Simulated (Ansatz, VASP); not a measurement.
One calculation of WC, two programs

File INCAR:

```
  PREC = Accurate
  ENCUT = 520
  EDIFF = 1E-7
  ISMEAR = -1
  SIGMA = 0.05
  LREAL = F
  LASPH = T
  NELM = 100
  ALGO = Normal
  ISIF = 2
  LWAVE = F
  LCHARG = F
  NBANDS = 16
```

KPOINTS

```
regular mesh
0
Gamma
  10 10 10
```

File POSCAR:

```
WC
1.0
    0.0000000000      2.1479227872      2.1479227872
    2.1479227872      0.0000000000      2.1479227872
    2.1479227872      2.1479227872      0.0000000000
W C
1 1
Direct
    0.0000000000      0.0000000000      0.0000000000
    0.5000000000      0.5000000000      0.5000000000
```

File input.yaml:

```yaml
crystal:
  lattice:
    - [0.0, 2.1479227872, 2.1479227872]
    - [2.1479227872, 0.0, 2.1479227872]
    - [2.1479227872, 2.1479227872, 0.0]
  atoms:
    - { symbol: W, position: [0.0, 0.0, 0.0] }
    - { symbol: C, position: [0.5, 0.5, 0.5] }
kpoints:
  mp_grid: { grid: [10, 10, 10] }
scf:
  occupations: { method: fermi_dirac, width: 0.05 }
hamiltonian:
  xc: lda
  pseudopotentials: { kind: all_electron, lapw: { basis_error: 0.001 } }
output:
  forces: true
  stress: true
  eigenvalues: true
```

Change from the starting cell: volume scaled by 0.94.

Alike in both runs: task single point; functional LDA; k mesh 10 × 10 × 10; occupations fermi-dirac, width 0.05 eV; no spin polarisation.

|  | VASP | Ansatz |
| --- | --- | --- |
| version | VASP 6.6.1 | Ansatz 0.2.0 |
| potentials or method | VASP PAW LDA potentials, release 64 (W_sv, C) | all-electron LAPW, scalar-relativistic |
| plane-wave cutoff (eV) | 520 | see its input |

|  | VASP | Ansatz | Ansatz less VASP |
| --- | --- | --- | --- |
| gap on the k mesh at the Fermi level (eV) | none | none | - |
| pressure (GPa) | 10.3 | 7.6 | -2.66 |

A gap of «none» marks a metal or a gap that the smearing closes. Ansatz ran all-electron here, so the differences hold the error of VASP's frozen core and of both bases.

The runs have no spin-orbit coupling, so splittings on W are missing.
